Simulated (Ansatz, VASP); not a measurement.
BN in VASP and in Ansatz

```
CELL_PARAMETERS angstrom
2.51563 0.00000 0.00000
-1.25782 2.17860 0.00000
0.00000 0.00000 4.22685
ATOMIC_POSITIONS crystal
B 0.66667 0.33333 0.99972
B 0.33333 0.66667 0.49972
N 0.66667 0.33333 0.62528
N 0.33333 0.66667 0.12528
```

Change from the starting cell: strain -0.0150 x Voigt [1, 1, 0, 0, 0, 0], atoms carried along.

Alike in both runs: task single point; functional r2SCAN; k mesh 12 × 12 × 6; occupations gaussian, width 0.05 eV; no spin polarisation.

|  | VASP | Ansatz |
| --- | --- | --- |
| version | VASP 6.6.1 | Ansatz 0.2.0 |
| potentials or method | VASP PAW PBE potentials, release 64 (B, N) | scalar-relativistic, plane waves, PAW |
| plane-wave cutoff (eV) | 520 | 500 |
| valence electrons in the cell | 16 | 16 |

```csv
,VASP,Ansatz,Ansatz less VASP
gap on the k mesh at the Fermi level (eV),5.62,5.66,+0.035
least direct gap on the mesh (eV),8.88,8.90,+0.023
pressure (GPa),8.5,7.3,-1.18
largest component of the traceless stress (GPa),10.91,10.85,-0.063
rms of the force components (eV/Å),0.003,0.001,-0.0019
```

Atom by atom the forces differ by 0.004 eV/Å (rms over components).

Caveats: the PAW data sets were made with another functional, which shifts forces and pressure a little (VASP). A k mesh can miss the band edges.
